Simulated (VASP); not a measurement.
Runs of VASP 6.6.1 on KBr. Symmetry: Fm-3m, No. 225, cubic system. The conventional cell has a = 6.703 Å, b = 6.703 Å, c = 6.703 Å, α = 90.00°, β = 90.00°, γ = 90.00°. K (site symmetry m-3m) is surrounded by 6 Br at 3.35 Å. Br (site symmetry m-3m) has 6 K at 3.35 Å as nearest neighbours. 

```tsv
task	level	potentials or basis	cell	k mesh	cutoff (eV)	ions in elastic constants	gap on the mesh (eV)	pressure (GPa)	relaxed volume (Å³/atom)
relaxation of cell and atoms	PBE	VASP PAW PBE potentials, release 64 (K_sv, Br)	relaxed	8 × 8 × 8	600	-	4.30	0.0	(a)
relaxation of cell and atoms	LDA	VASP PAW LDA potentials, release 64 (K_sv, Br)	relaxed	8 × 8 × 8	600	-	4.32	0.0	-
relaxation of cell and atoms	PBEsol	VASP PAW PBE potentials, release 64 (K_sv, Br)	relaxed	8 × 8 × 8	600	-	4.32	0.0	35.28
relaxation of the atoms	PBE	VASP PAW PBE potentials, release 64 (K_pv, Br)	atoms relaxed	4 × 4 × 4	300	-	4.27	0.0	-
```

Alike in all rows: no spin polarisation; smearing gaussian 0.03 eV.

Task: Estimate the missing entries.

Result: (a) 37.76.

Caveats: the relaxation stopped at its first step, so nothing moved (some runs); the PAW data sets were made with another functional, which shifts forces and pressure a little (some runs).

A k mesh can miss the band edges, and the runs leave out spin-orbit coupling on Br.

The runs don't all hold the same shells in valence.
